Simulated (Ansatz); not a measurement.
Take a crystal in which Ca has been replaced by Be on all its sites, with the cell rescaled by a rough guess (in some cases also distorted within its space group) and nothing relaxed:

```
Be
1.0
     2.62218    0.00000    0.00000
     0.00000    2.62218    0.00000
     0.00000    0.00000    2.62218
Be
1
Direct
  0.00000 0.00000 0.00000
```

Level of theory: DFT PBEsol, scalar-relativistic, plane waves, PAW in Ansatz.

Cutoff 420 eV; k points 16×16×16 on the computed 1-atom cell (Γ-centred); Gaussian smearing, width 0.10 eV; no spin polarisation.

Will this cell want to expand or contract, and how hard?

The pressure is -16.3 GPa (positive in compression), so the cell would contract.

Is it a metal on this mesh?

Yes, a band crosses the Fermi level.

This simple cubic form isn't the element's structure at ambient conditions.